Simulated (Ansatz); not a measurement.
# CaZnC2O6 (R-3): the host for defect calculations

Aim: the runs on the perfect crystal CaZnC2O6 (R-3) that a defect calculation needs first.

Program: Ansatz 0.2.0. Level of theory: plane-wave PAW DFT, PBEsol; relaxation of the host's cell and atoms, in the first sound run; inputs show where later runs differ. Results are calculated unless marked as measured.

## 1. Set-up

The structure is trigonal, space group R-3 (No. 148). The conventional cell has a = 4.866 Å, b = 4.866 Å, c = 16.332 Å, α = 90.00°, β = 90.00°, γ = 120.00°. Nearest to Ca lie 6 O at 2.40 Å. Zn has 6 O at 2.13 Å nearest. Nearest to C lie 3 O at 1.30 Å. O has 1 C at 1.30 Å and 1 Zn at 2.13 Å and 1 Ca at 2.40 Å nearest. Farther neighbours and most contacts between anions are not listed.

## 2. Host cell relaxation

Lattice and positions are set free, within the symmetry that the program keeps.

The input, cell/input.yaml:

```yaml
crystal:
  lattice:
    - [2.433015, 1.4047018, 5.4440393]
    - [-2.433015, 1.4047018, 5.4440393]
    - [0.0, -2.8094037, 5.4440393]
  atoms:
    - { symbol: Ca, position: [1.0, 0.0, 0.0] }
    - { symbol: Zn, position: [0.5, 0.5, 0.5] }
    - { symbol: C, position: [0.757459, 0.757459, 0.757459] }
    - { symbol: C, position: [0.242541, 0.242541, 0.242541] }
    - { symbol: O, position: [0.726433, 0.03591, 0.505253] }
    - { symbol: O, position: [0.505253, 0.726433, 0.03591] }
    - { symbol: O, position: [0.03591, 0.505253, 0.726433] }
    - { symbol: O, position: [0.273567, 0.96409, 0.494747] }
    - { symbol: O, position: [0.494747, 0.273567, 0.96409] }
    - { symbol: O, position: [0.96409, 0.494747, 0.273567] }
basis:
  ecutwfc: 420
  xc_grid: 2
hamiltonian:
  xc: pbesol
kpoints:
  mp_grid: { grid: [7, 7, 7] }
scf:
  occupations: { method: fixed }
  max_iter: 100
relax:
  f_tol: 0.005
  max_steps: 60
  cell: {}
output:
  forces: true
  stress: true
checkpoint:
  write: "../cell.run"
  compress: false
  write_wavefunctions: false
  write_every: 100000
```

Run with:

```
$ ansatz run input.yaml --threads 4 --pin off --max-ram 7536MiB --backend cpu --events-out ev --progress --plain --runs-dir out
```

Numbers of over 12 decimals in the logs are rounded to 6 here.

The program printed:

```text
[... repeated set-up lines and file paths are left out, and long positions are rounded to six places ...]
Engine: ansatz 0.2.0, aarch64-unknown-linux-gnu
Pseudopotentials: kind: paw
Pseudopotential: Ca, paw, valence charge 10, recommended cutoff 420 eV (normal), Ca.paw.azcp
Pseudopotential: Zn, paw, valence charge 12, recommended cutoff 420 eV (normal), Zn.paw.azcp
Pseudopotential: C, paw, valence charge 4, recommended cutoff 420 eV (normal), C.paw.azcp
Pseudopotential: O, paw, valence charge 6, recommended cutoff 420 eV (normal), O.paw.azcp
Functional definition: PBEsol
  exchange = pbesol_x
  correlation = pbesol_c
Crystal: 10 atoms, lattice volume = 111.635 Å³
Basis set: ecut = 420 eV, 2167 PW (Γ), exchange–correlation on 90×90×90 points (8 copies of the dense FFT grid, shifted against one another)
Bands: 43, of which v1, the nominal top of the filled ones, is band 33 counted from 1 (32 counted from 0)
Symmetry: 6 space group operations
Space group: R-3 (ITA 148), of the structure as read, at distance tolerance 4.8e-5 Å
k-points: 60 of 343
Non-local potential: Ca, projectors of the file, l = 0: 3, l = 1: 2, l = 2: 2
Non-local potential: Zn, projectors of the file, l = 0: 2, l = 1: 2, l = 2: 3, l = 3: 1
Non-local potential: C, projectors of the file, l = 0: 2, l = 1: 2, l = 2: 1
Non-local potential: O, projectors of the file, l = 0: 2, l = 1: 2, l = 2: 1
PAW form: soft (Blöchl's): semilocal exchange-correlation on the pseudo side does not see the compensation charge
PAW frozen core: Ca, regenerated for the run's functional, and the local potential with it (the file was generated under x = pbe(κ = 0.804, μ = 0.219515), c = pbe(β = 0.066725))
PAW frozen core: Zn, regenerated for the run's functional, and the local potential with it (the file was generated under x = pbe(κ = 0.804, μ = 0.219515), c = pbe(β = 0.066725))
PAW frozen core: C, regenerated for the run's functional, and the local potential with it (the file was generated under x = pbe(κ = 0.804, μ = 0.219515), c = pbe(β = 0.066725))
PAW frozen core: O, regenerated for the run's functional, and the local potential with it (the file was generated under x = pbe(κ = 0.804, μ = 0.219515), c = pbe(β = 0.066725))
PAW one-centre angular grid: Ca, 110 points (default); XC on 64 Gauss nodes
PAW one-centre angular grid: Zn, 590 points (default); XC on 64 Gauss nodes
PAW one-centre angular grid: C, 110 points (default); XC on 64 Gauss nodes
PAW one-centre angular grid: O, 110 points (default); XC on 64 Gauss nodes
Initial density: superposition of atomic densities (neutral atoms: chi_scale 0, normalization atom), corrected by the library's trained network
Initial wavefunctions: pseudopotential atomic-orbital guess
Functional: x = pbesol(κ = 0.804, μ = 0.123457), c = pbesol(β = 0.046)
SCF iter   1: F=—  HF=-8936.852774 eV  |F-HF|=—  |Δ(HF+E_count)|=         —  Δρ=1.21e-2  dr2=1.21e-1  ethr=1.77e-3  ⟨swp⟩=5.4  Hψ=9876  notcnv=0  defer=438
preconditioner: auto → Resta (q_TF=auto, 2.499 Å⁻¹)  ε∞=4.2  [insulator: Δε(μ)=3.795 eV  Ē_g=15.610 eV  n_scr=28 (ndim 8)  ℏωp=28.1 eV  f_vac=0.042  ε∞_Penn≈4.2]
SCF iter   2: F=—  HF=-8936.820906 eV  |F-HF|=—  |Δ(HF+E_count)|=   3.19e-2  Δρ=2.41e-3  dr2=5.92e-3  ethr=1.83e-4  ⟨swp⟩=2.0  Hψ=4579  notcnv=0  defer=474
SCF iter   3: F=—  HF=-8936.820482 eV  |F-HF|=—  |Δ(HF+E_count)|=   4.24e-4  Δρ=1.13e-3  dr2=1.23e-3  ethr=8.96e-6  ⟨swp⟩=2.1  Hψ=4449  notcnv=0  defer=420
automatic band count: iteration 3 solves 42 bands in place of 43: the levels show a gap, and the empty bands left out lie too high to hold charge; the band table lists the bands solved (type scf.n_extra_bands for more)
SCF iter   4: F=—  HF=-8936.820611 eV  |F-HF|=—  |Δ(HF+E_count)|=   1.29e-4  Δρ=2.79e-4  dr2=5.78e-5  ethr=1.87e-6  ⟨swp⟩=2.0  Hψ=3854  notcnv=0  defer=420
SCF iter   5: F=—  HF=-8936.820559 eV  |F-HF|=—  |Δ(HF+E_count)|=   5.20e-5  Δρ=1.85e-4  dr2=2.32e-5  ethr=8.76e-8  ⟨swp⟩=2.0  Hψ=3819  notcnv=0  defer=285
SCF iter   6: F=—  HF=-8936.820552 eV  |F-HF|=—  |Δ(HF+E_count)|=   6.84e-6  Δρ=4.56e-5  dr2=1.63e-6  ethr=3.51e-8  ⟨swp⟩=2.0  Hψ=3718  notcnv=0  defer=296
SCF iter   7: F=—  HF=-8936.820555 eV  |F-HF|=—  |Δ(HF+E_count)|=   2.61e-6  Δρ=1.09e-5  dr2=1.06e-7  ethr=2.48e-9  ⟨swp⟩=2.0  Hψ=4326  notcnv=0  defer=311
SCF iter   8: F=-8936.820555 eV  HF=-8936.820555 eV  |F-HF|=4.84e-9  |Δ(HF+E_count)|=   6.65e-8  Δρ=2.09e-6  dr2=6.26e-9  ethr=1.52e-10  ⟨swp⟩=4.0  Hψ=8100  notcnv=0
SCF 1 converged in 8 iterations: F = -8936.820555 eV  dr2 = 6.26e-9
  greatest PAW one-centre occupation: 0.996 electrons in one spin orbital (limit 2), on the Ca atom at site 0 (counted from 0), in its partial waves of l = 0
relax step   1: F+E_penalty+E_count = -8936.82055472 eV  Δ(F+E_penalty+E_count) = +0.000e0 eV  max|allowed force component| = 2.195e-1 eV/Å  Δτ_max = 0.0000 Å  P = -4.958 GPa  Ω = 111.635 Å³  (8 SCF iters, dr2 threshold 1.00e-7 eV, accepted)
[... the SCF cycles and remarks between the steps are left out from here to the last step ...]
relax step   2: F+E_penalty+E_count = -8936.90980066 eV  Δ(F+E_penalty+E_count) = -8.925e-2 eV  max|allowed force component| = 1.103e-1 eV/Å  Δτ_max = 0.0181 Å  P = -0.839 GPa  Ω = 107.087 Å³  energy of the carried Pulay correction = +2.310e-2 eV  (7 SCF iters, dr2 threshold 1.00e-6 eV, accepted)
relax step   3: F+E_penalty+E_count = -8936.91380842 eV  Δ(F+E_penalty+E_count) = -4.008e-3 eV  max|allowed force component| = 2.898e-1 eV/Å  Δτ_max = 0.0352 Å  P = +0.135 GPa  Ω = 106.680 Å³  energy of the carried Pulay correction = +2.521e-2 eV  (6 SCF iters, dr2 threshold 1.00e-6 eV, accepted)
relax step   4: F+E_penalty+E_count = -8936.91667691 eV  Δ(F+E_penalty+E_count) = -2.868e-3 eV  max|allowed force component| = 6.759e-2 eV/Å  Δτ_max = 0.0164 Å  P = +0.007 GPa  Ω = 106.808 Å³  energy of the carried Pulay correction = +2.454e-2 eV  (6 SCF iters, dr2 threshold 1.00e-6 eV, accepted)
relax step   5: F+E_penalty+E_count = -8936.91713467 eV  Δ(F+E_penalty+E_count) = -4.578e-4 eV  max|allowed force component| = 1.152e-2 eV/Å  Δτ_max = 0.0046 Å  P = -0.066 GPa  Ω = 106.811 Å³  energy of the carried Pulay correction = +2.453e-2 eV  (4 SCF iters, dr2 threshold 2.86e-7 eV, accepted)
relax step   6: F+E_penalty+E_count = -8936.91741035 eV  Δ(F+E_penalty+E_count) = -2.757e-4 eV  max|allowed force component| = 7.523e-3 eV/Å  Δτ_max = 0.0034 Å  P = +0.012 GPa  Ω = 106.763 Å³  energy of the carried Pulay correction = +2.478e-2 eV  (6 SCF iters, dr2 threshold 2.00e-8 eV, accepted)
relax step   7: F+E_penalty+E_count = -8936.91735582 eV  Δ(F+E_penalty+E_count) = +5.453e-5 eV  max|allowed force component| = 2.393e-4 eV/Å  Δτ_max = 0.0013 Å  P = -0.003 GPa  Ω = 106.779 Å³  energy of the carried Pulay correction = +2.470e-2 eV  (6 SCF iters, dr2 threshold 3.54e-9 eV, accepted)
relax step   8: F+E_penalty+E_count = -8936.89707224 eV  Δ(F+E_penalty+E_count) = +2.028e-2 eV  max|allowed force component| = 1.230e-3 eV/Å  Δτ_max = 0.0000 Å  P = -0.313 GPa  Ω = 106.779 Å³  stress off target by 3.15e-1 GPa  SCF on the basis re-selected at this cell (its energy is not comparable with the rows above)  (7 SCF iters)
relax step   9: F+E_penalty+E_count = -8936.89948657 eV  Δ(F+E_penalty+E_count) = -2.414e-3 eV  max|allowed force component| = 2.023e-3 eV/Å  Δτ_max = 0.0011 Å  P = +0.055 GPa  Ω = 106.389 Å³  energy of the carried Pulay correction = +2.103e-3 eV  (6 SCF iters, dr2 threshold 2.48e-7 eV, accepted)
relax step  10: F+E_penalty+E_count = -8936.89916962 eV  Δ(F+E_penalty+E_count) = +3.169e-4 eV  max|allowed force component| = 3.310e-4 eV/Å  Δτ_max = 0.0003 Å  P = -0.001 GPa  Ω = 106.452 Å³  energy of the carried Pulay correction = +1.773e-3 eV  (6 SCF iters, dr2 threshold 7.74e-9 eV, accepted)
iter 1 solved again at ethr=1.13e-7 eV; its pass at ethr=3.10e-3 eV (dr2=7.49e-5 eV) is discarded
SCF iter   1: F=—  HF=-8936.897409 eV  |F-HF|=—  |Δ(HF+E_count)|=         —  Δρ=2.85e-5  dr2=1.28e-7  ethr=1.13e-7  ⟨swp⟩=3.9  Hψ=17084  notcnv=0  defer=478
SCF iter   2: F=—  HF=-8936.897511 eV  |F-HF|=—  |Δ(HF+E_count)|=   1.01e-4  Δρ=1.45e-5  dr2=4.29e-8  ethr=1.95e-10  ⟨swp⟩=2.9  Hψ=5432  notcnv=0  defer=468
SCF iter   3: F=—  HF=-8936.897511 eV  |F-HF|=—  |Δ(HF+E_count)|=   4.72e-8  Δρ=4.64e-6  dr2=3.24e-9  ethr=6.50e-11  ⟨swp⟩=2.0  Hψ=3716  notcnv=0  defer=468
SCF iter   4: F=—  HF=-8936.897511 eV  |F-HF|=—  |Δ(HF+E_count)|=   3.75e-9  Δρ=9.14e-7  dr2=4.91e-10  ethr=4.91e-12  ⟨swp⟩=2.0  Hψ=4323  notcnv=0  defer=468
SCF iter   5: F=-8936.897511 eV  HF=-8936.897511 eV  |F-HF|=2.55e-11  |Δ(HF+E_count)|=  1.20e-10  Δρ=2.24e-7  dr2=3.01e-11  ethr=1.00e-12  ⟨swp⟩=5.0  Hψ=9203  notcnv=0
SCF 11 converged in 5 iterations: F = -8936.897511 eV  dr2 = 3.01e-11
relax step  11: F+E_penalty+E_count = -8936.89751074 eV  Δ(F+E_penalty+E_count) = +1.659e-3 eV  max|allowed force component| = 3.033e-4 eV/Å  Δτ_max = 0.0000 Å  P = -0.016 GPa  Ω = 106.452 Å³  stress off target by 2.40e-2 GPa  SCF on the basis re-selected at this cell (its energy is not comparable with the rows above)  (5 SCF iters)
basis re-selected at this cell: Δ(F+E_penalty+E_count) = +1.659e-3 eV, ΔP = -0.014 GPa vs the last step (what re-selecting the basis moved, of the pressure what is left beyond the Pulay correction that the steps carried, after the strain that the cell walked [...]
SCF converged after 5 iterations
Free energy (F): -8936.897511 eV
Harris-Foulkes:  -8936.897511 eV  (|F-HF|=2.55e-11)
Internal energy: -8936.897511 eV  (E = F + TS)
E sigma→0 (E₀):  -8936.897511 eV
Fermi energy:    5.571267 eV
--- Per-component energies (eV) ---
  E_band       = -242.882979
  E_kinetic    = 1642.682872
  E_local      = -4990.866314  (includes V_loc(G=0)·N_el)
  E_nonlocal   = 1033.751451
  E_hartree    = 1836.395729
  E_xc         = -799.363442
  E_vxc        = -896.357666  (∫ρ·V_xc dr)
  E_paw        = -3742.852043  (= ΣΔE_a)
  E_vpaw       = -704.899263  (= ΣTr[D̂ρ^β])
  E_aug_tail   = 0.014476  (compensation charges beyond the density's cutoff)
  E_ewald      = -3917.830319
  E_core_change = 1.170078  (= ΣΔE_core)
  E_smearing   = -0.000000  (= −TS)
  E_closure    = -0.000000  (closes the sum)
  Σ components = -8936.897511   (vs F -8936.897511, Δ=0.00e0)
--- Forces (eV/Å), atoms counted from 1 ---
  atom   1  Ca     0.00000000     0.00000000     0.00000000
  atom   2  Zn     0.00000000     0.00000000     0.00000000
  atom   3  C      0.00000000     0.00000000    -0.00015059
  atom   4  C     -0.00000000    -0.00000000     0.00015059
  atom   5  O      0.00025014    -0.00017343    -0.00002087
  atom   6  O      0.00002512     0.00030334    -0.00002087
  atom   7  O     -0.00027526    -0.00012991    -0.00002087
  atom   8  O     -0.00025014     0.00017343     0.00002087
  atom   9  O     -0.00002512    -0.00030334     0.00002087
  atom  10  O      0.00027526     0.00012991     0.00002087
  max |Σ_I F_I| component: 2.22e-18 eV/Å
--- Stress (GPa, compression-positive) ---
       -0.011461       0.000003       0.000000
       -0.000003      -0.011461       0.000000
       -0.000000       0.000000      -0.023956
  P = ⅓ Tr σ = -0.0156 GPa (-0.156 kbar)
--- Relaxed structure (9 steps of the walk, 9 accepted, 2 SCFs on fresh bases) ---
  F+E_penalty+E_count = -8936.89751074 eV   max|allowed force component| = 3.033e-4 eV/Å   (the final SCF, on the basis selected at the relaxed cell)
  cell:  # Å, volume = 106.4516 Å³
    - [2.404852, 1.388442, 5.313551]
    - [-2.404852, 1.388442, 5.313551]
    - [3.4787055914257286e-19, -2.776883, 5.313551]
  atoms:
    - { symbol: Ca, position: [1.0, -5.551115123125783e-17, 0.0] }
    - { symbol: Zn, position: [0.5, 0.5, 0.5] }
    - { symbol: C, position: [0.757724, 0.757724, 0.757724] }
    - { symbol: C, position: [0.242276, 0.242276, 0.242276] }
    - { symbol: O, position: [0.730511, 0.036385, 0.501920] }
    - { symbol: O, position: [0.501920, 0.730511, 0.036385] }
    - { symbol: O, position: [0.036385, 0.501920, 0.730511] }
    - { symbol: O, position: [0.269489, 0.963615, 0.498080] }
    - { symbol: O, position: [0.498080, 0.269489, 0.963615] }
    - { symbol: O, position: [0.963615, 0.498080, 0.269489] }
```

Run time: 30 s. Hardware: 4 threads of Arm Neoverse V2, shared host; peak memory 0.62 GiB; 1.9 min of CPU time.

Step by step:

| step | energy less that of the first step (eV) | largest force component (eV/Å) | pressure (GPa) | volume (Å³) |
| --- | --- | --- | --- | --- |
| 1 | 0.0000 | 0.2195 | -4.96 | 111.64 |
| 2 | -0.0892 | 0.1103 | -0.84 | 107.09 |
| 3 | -0.0933 | 0.2898 | 0.14 | 106.68 |
| 4 | -0.0961 | 0.0676 | 0.01 | 106.81 |
| 5 | -0.0966 | 0.0115 | -0.07 | 106.81 |
| 6 | -0.0969 | 0.0075 | 0.01 | 106.76 |
| 7 | -0.0968 | 0.0002 | 0.00 | 106.78 |
| 8 | -0.0765 | 0.0012 | -0.31 | 106.78 |
| 9 | -0.0789 | 0.0020 | 0.06 | 106.39 |
| 10 | -0.0786 | 0.0003 | 0.00 | 106.45 |
| 11* | -0.0770 | 0.0003 | -0.02 | 106.45 |

Relaxation steps marked * repeat the geometry before them on a plane-wave basis chosen anew for their cell, so energy and pressure can jump there. The log counts 2 steps on a newly chosen plane-wave basis, not all of them marked here; energy and pressure can jump at such steps.

The run keeps the 6 symmetry operations that it works with, so distortions that break them were not tested.

| conventional cell, symmetrised | before | after | change |
| --- | --- | --- | --- |
| a (Å) | 4.866 | 4.810 | -1.2 % |
| b (Å) | 4.866 | 4.810 | -1.2 % |
| c (Å) | 16.332 | 15.941 | -2.4 % |
| volume (Å³/atom) | 11.16 | 10.65 | -4.6 % |

The atoms that moved most (Å, as changes of fractional coordinates times the final cell):

| atom | dx | dy | dz | length |
| --- | --- | --- | --- | --- |
| O9 | 0.018 | 0.000 | -0.006 | 0.019 |
| O6 | -0.018 | 0.000 | 0.006 | 0.019 |
| O8 | -0.009 | -0.016 | -0.006 | 0.019 |
| O5 | 0.009 | 0.016 | 0.006 | 0.019 |
| O10 | -0.009 | 0.015 | -0.006 | 0.019 |
| O7 | 0.009 | -0.015 | 0.006 | 0.019 |

Numbers from this step:

* pressure: -0.01563 GPa

The relaxation ends with a largest force component of 3.0e-4 eV/Å and a pressure of -0.02 GPa.

[end of part 1 of 4]

[Logs are printed without paths, hosts, clocks, repeated set-up lines and the standing remarks that a program may print on its own settings, such as how far it seeks lower states.]

[Hosts, paths, dates, database ids (printed as entryN), source tags and the programs' standing remarks are cut or masked in the printed files.]

[Runs of the host that timed out are not shown.]

[For some hosts the program warned that the k-mesh of the response run may be too coarse for force constants and the static dielectric constant; such warnings are not always shown.]
